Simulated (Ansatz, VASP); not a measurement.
# Eu: VASP beside Ansatz

```xyz
1
Lattice="-2.1940 2.1940 2.1940 2.1940 -2.1940 2.1940 2.1940 2.1940 -2.1940" Properties=species:S:1:pos:R:3 pbc="T T T"
Eu    0.0000    0.0000    0.0000
```

Alike in both runs: functional PBE; k mesh 10 × 10 × 10; occupations fermi-dirac, width 0.05 eV; collinear spin.

Ansatz relaxed the structure, and its values are those at the end. VASP's run is a single point on that final structure, the one shown.

|  | VASP | Ansatz |
| --- | --- | --- |
| version | VASP 6.6.1 | Ansatz 0.2.0 |
| potentials or method | VASP PAW PBE potentials, release 64 (Eu) | plane waves (420 eV) with PAW, scalar-relativistic |
| plane-wave cutoff (eV) | 520 | 420 |
| valence electrons in the cell | 17 | 17 |

|  | VASP | Ansatz | Ansatz less VASP |
| --- | --- | --- | --- |
| pressure (GPa) | -0.3 | 0.0 | +0.25 |
| net moment per atom (μB) | 7.30 | 7.31 | +0.009 |
| size of the moment on the site where the two differ most (μB) | 6.68 | 7.04 | +0.362 |

Site moments also hang on the region over which each program counts them.

 The state reached can hang on the start; a lower one may exist.
